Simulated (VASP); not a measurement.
# VASP 6.6.1 run: TiO$_{2}$

INCAR

```
ENCUT = 520
LWAVE = .FALSE.
NSW = 0
NELM = 63
SIGMA = 0.02
LREAL = .FALSE.
NBANDS = 19
ISMEAR = -1
ISYM = -1
LASPH = .TRUE.
LCHARG = .FALSE.
ISIF = 2
GGA = PE
PREC = Accurate
EDIFF = 1E-7
IBRION = -1
```

KPOINTS

```
KPOINTS created by Atomic Simulation Environment
0
Gamma
4 4 4
0 0 0
```

POSCAR

```
Ti O
 1.0000000000000000
    -0.0159788484000000    2.3808484095000000    2.3808484095000000
     2.3808484095000000   -0.0159788484000000    2.3808484095000000
     2.3808484095000000    2.3808484095000000   -0.0159788484000000
 Ti  O
   1   2
Cartesian
 -0.0000000000000000 -0.0000000000000000 -0.0000000000000000
  1.1884001271130102  1.1884001271130102  1.1884001271130105
  3.5573178434869899  3.5573178434869899  3.5573178434869894
```

The recommended PBE PAW datasets give the neutral cell 24 valence electrons.

Command

```
mpirun -np 1 vasp_std
```

**Question.** How does this run end, and what does it give?

**Answer.** It converged. Results: gap between bands v and c on the k mesh 1.13 eV; least direct gap on the k mesh 1.86 eV; pressure 9.6 GPa. Band v is the last that the valence electrons fill when counted band by band, and c is the next.

OSZICAR

```
N       E                     dE             d eps       ncg     rms          rms(c)
DAV:   1     0.249944928868E+03    0.24994E+03   -0.13028E+04  2432   0.150E+03
DAV:   2    -0.149251519558E+02   -0.26487E+03   -0.25016E+03  2674   0.417E+02
DAV:   3    -0.348914075326E+02   -0.19966E+02   -0.19796E+02  2750   0.120E+02
DAV:   4    -0.355904608716E+02   -0.69905E+00   -0.69752E+00  3481   0.201E+01
DAV:   5    -0.356014082392E+02   -0.10947E-01   -0.10945E-01  2789   0.238E+00    0.212E+01
DAV:   6    -0.265961576247E+02    0.90053E+01   -0.41566E+01  2949   0.763E+01    0.953E+00
DAV:   7    -0.262607872111E+02    0.33537E+00   -0.10204E+01  2864   0.288E+01    0.620E+00
DAV:   8    -0.260783793717E+02    0.18241E+00   -0.37812E-01  2804   0.631E+00    0.405E+00
DAV:   9    -0.261752651445E+02   -0.96886E-01   -0.20595E+00  2853   0.131E+01    0.375E+00
DAV:  10    -0.260132274159E+02    0.16204E+00   -0.62393E-01  3087   0.699E+00    0.113E+00
DAV:  11    -0.260045609228E+02    0.86665E-02   -0.29649E-02  2866   0.158E+00    0.708E-01
DAV:  12    -0.260002375351E+02    0.43234E-02   -0.18023E-02  2744   0.138E+00    0.692E-02
DAV:  13    -0.260006066651E+02   -0.36913E-03   -0.20243E-03  2723   0.325E-01    0.163E-01
DAV:  14    -0.260002760525E+02    0.33061E-03   -0.82870E-04  3026   0.285E-01    0.726E-02
DAV:  15    -0.260002305311E+02    0.45521E-04   -0.21299E-04  2759   0.931E-02    0.175E-02
DAV:  16    -0.260002327073E+02   -0.21762E-05   -0.52525E-06  2774   0.220E-02    0.234E-02
DAV:  17    -0.260002261623E+02    0.65450E-05   -0.12614E-05  2681   0.353E-02    0.861E-03
DAV:  18    -0.260002252722E+02    0.89006E-06   -0.41146E-06  2801   0.204E-02    0.792E-04
DAV:  19    -0.260002253066E+02   -0.34409E-07   -0.12900E-07  2147   0.320E-03
   1 F= -.26000225E+02 E0= -.26000225E+02  d E =-.482430E-13
```

Standard output (part)

```
POSCAR found type information on POSCAR TiO
 POSCAR found :  2 types and       3 ions
 LDA part: xc-table for (Slater+PW92), standard interpolation
 POSCAR, INCAR and KPOINTS ok, starting setup
 WAVECAR not read
 entering main loop
```

For comparison, a separate PBE run of the intended cell, on usual settings and not on those above, gives a gap of 1.14 eV on its mesh and a pressure of 9.6 GPa.
